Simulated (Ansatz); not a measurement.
# Sb under changes of volume

One of the cells (30.206 Å³/atom); the others are scaled copies at fixed shape and fractional positions:

```xyz
2
Lattice="2.1542 1.2437 3.7580 -2.1542 1.2437 3.7580 0.0000 -2.4875 3.7580" Properties=species:S:1:pos:R:3 pbc="T T T"
Sb    0.0000    0.0000    8.6416
Sb    0.0000    0.0000    2.6324
```

| Item | Value |
| --- | --- |
| Program | Ansatz 0.2.0 |
| Functional | PBE |
| Potentials or basis | Ansatz PAW polarizable |
| Cutoff | 420 eV (not typed: the program's choice for these potentials) |
| k mesh | 8 × 8 × 8 |
| Occupations | fermi-dirac, width 0.05 eV |
| Spin | no spin polarisation |

```tsv
volume (Å³/atom)	energy over the lowest point (meV/atom)	pressure (GPa)	largest force (eV/Å)
28.393	65.63	7.1	0.516
28.998	42.01	5.5	0.389
29.602	24.22	4.0	0.270
30.206	11.64	2.7	0.159
30.810	?	?	?
31.414	0.00	0.5	0.040
32.018	0.06	-0.5	0.129
```

What does the run at 30.810 Å³/atom give?

Energy over the lowest point 3.72 meV/atom; pressure 1.5 GPa; largest force 0.056 eV/Å.

Worked out: A Birch-Murnaghan fit of order 3 (a polynomial in V^(-2/3)) to the other rows has its minimum at 31.70 Å³/atom with B0 = V·E''(V) = 50 GPa and B' = 4.5 at fixed shape and positions, which overstates the stiffness. It gives 3.72 meV/atom at 30.810 Å³/atom, against the run's 3.72, and -dE/dV = 1.5 GPa, against 1.5.

Energies are extrapolated to zero smearing.
